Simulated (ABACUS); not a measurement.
GaN: equation of state with WC

GaN:

```xyz
2
Lattice="0.0000 2.2535 2.2535 2.2535 0.0000 2.2535 2.2535 2.2535 0.0000" Properties=species:S:1:pos:R:3 pbc="T T T"
Ga    0.0000    0.0000    0.0000
N     1.1268    1.1268    1.1268
```

The cell is a database's computed one.

```yaml
Program: ABACUS 3.10.1
Task: equation of state
Functional: WC
Potentials_or_basis: SG15 ONCV 1.2 PBE
Cutoff: 1143 eV
Density_cutoff: 4572 eV
Basis: plane waves
k_mesh: 7 × 7 × 7
Occupations: fermi-dirac, width 0.05 eV
Spin: no spin polarisation
Radial_cutoff_of_the_potentials_pseudo_rcut: 7 bohr
SCF_threshold_on_the_density: 1e-08
Max_SCF_steps: 100
Eigensolver: dav
Mixing: broyden
Mixing_share: 0.7
Symmetry_key: 1
Bands: 13
```

```yaml
Equilibrium_volume: 11.48 Å³/atom
Bulk_modulus: 185 GPa
Pressure_derivative_of_the_bulk_modulus: "4.4 (rough: it moves with the points fitted)"
```

Energy against volume, from the lowest point:
```
volume (Å³/atom)  energy (meV/atom)
          10.757              27.59
          11.215               1.79
          11.673               0.00
          12.131              17.58
```

All runs of the series together: 8.4 s on 4 threads of Intel(R) Xeon(R) 6975P-C (Granite Rapids), on a shared host.

Caveat: the potentials were made for another functional, which shifts forces and pressure.
